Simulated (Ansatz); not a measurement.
**Al: which structure is lowest?**

All numbers below come from DFT, PBE, plane waves (420 eV) with PAW, scalar-relativistic (Ansatz 0.2.0).

Each structure is relaxed within its own symmetry, so a high-lying one may be dynamically unstable.

```
        structure  ΔE (meV/atom)  V (Å³/atom)                                    cell     magnetic state
              fcc              0        16.48                             a = 4.040 Å  spin not included
             dhcp             15        16.56  a = 2.845 Å, c = 9.454 Å (c/a = 3.324)  spin not included
              hcp             36        16.62  a = 2.878 Å, c = 4.636 Å (c/a = 1.611)  spin not included
              A15             77        16.94                             a = 5.136 Å  spin not included
              bcc             96        16.97                             a = 3.238 Å  spin not included
omega (AlB2-type)            115        17.20  a = 4.584 Å, c = 2.836 Å (c/a = 0.619)  spin not included
     simple cubic            375        20.16                             a = 2.722 Å  spin not included
          diamond            749        27.64                             a = 6.047 Å  spin not included
```

ΔE counts from fcc.

Differences under about 8 meV lie within the error of the k-point mesh.
